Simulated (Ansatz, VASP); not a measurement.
# One calculation of SiO2, two programs

INCAR

```
SYSTEM = SiO2
PREC = Accurate
ENCUT = 520
EDIFF = 1E-7
ISMEAR = 0
SIGMA = 0.05
LREAL = .FALSE.
LASPH = .TRUE.
NELM = 60
ALGO = Normal
ISIF = 2
LWAVE = .FALSE.
LCHARG = .FALSE.
GGA = PE
NBANDS = 25
```

The input KPOINTS:

```
regular mesh
0
G
  6 6 8
  0 0 0
```

POSCAR

```
SiO2
1.0
    3.8972272116      0.0000000000      0.0000000000
    0.0000000000      3.8972272116      0.0000000000
    0.0000000000      0.0000000000      2.9057163548
Si O
2 4
Direct
    0.5000000000      0.5000000000      0.5000000000
    0.0000000000      0.0000000000      0.0000000000
    0.6930152167      0.6930152167      0.0000000000
    0.1930152167      0.8069847833      0.5000000000
    0.3069847833      0.3069847833      0.0000000000
    0.8069847833      0.1930152167      0.5000000000
```

Input for Ansatz:

```yaml
crystal:
  lattice:
    - [3.8972272116, 0.0, 0.0]
    - [0.0, 3.8972272116, 0.0]
    - [0.0, 0.0, 2.9057163548]
  atoms:
    - { symbol: Si, position: [0.5, 0.5, 0.5] }
    - { symbol: Si, position: [0.0, 0.0, 0.0] }
    - { symbol: O, position: [0.6930152167, 0.6930152167, 0.0] }
    - { symbol: O, position: [0.1930152167, 0.8069847833, 0.5] }
    - { symbol: O, position: [0.3069847833, 0.3069847833, 0.0] }
    - { symbol: O, position: [0.8069847833, 0.1930152167, 0.5] }
basis:
  ecutwfc: 420
kpoints:
  mp_grid: { grid: [6, 6, 8] }
hamiltonian:
  xc: pbe
scf:
  occupations: { method: gaussian, width: 0.05 }
output:
  forces: true
  stress: true
  eigenvalues: true
```

Change from the starting cell: strain -0.080 along x and y, +0.080 along z, atoms carried along.

Alike in both runs: task single point; functional PBE; k mesh 6 × 6 × 8; occupations gaussian, width 0.05 eV; no spin polarisation.

```csv
,VASP,Ansatz
version,VASP 6.6.1,Ansatz 0.2.0
potentials or method,"VASP PAW PBE potentials, release 64 (Si, O)","scalar-relativistic, plane waves, PAW"
plane-wave cutoff (eV),520,420
valence electrons in the cell,32,32
```

|  | VASP | Ansatz | Ansatz less VASP |
| --- | --- | --- | --- |
| gap on the k mesh at the Fermi level (eV) | 5.11 | 5.14 | +0.027 |
| least direct gap on the mesh (eV) | 5.11 | 5.14 | +0.027 |
| pressure (GPa) | 29.3 | 29.1 | -0.25 |
| largest component of the traceless stress (GPa) | 43.59 | 43.49 | -0.105 |
| rms of the force components (eV/Å) | 0.501 | 0.513 | +0.0128 |

Atom by atom the forces differ by 0.013 eV/Å (rms over components). The functional is the same, so the differences come from potentials, cutoffs and numerics.

Caveats: so large a pressure means that the cell lies far from this level's equilibrium, or that cutoff or potentials fall short (VASP); forces of over 1 eV/Å show positions far from the minimum, so gaps and moduli don't describe the material at rest. A k mesh can miss the band edges.
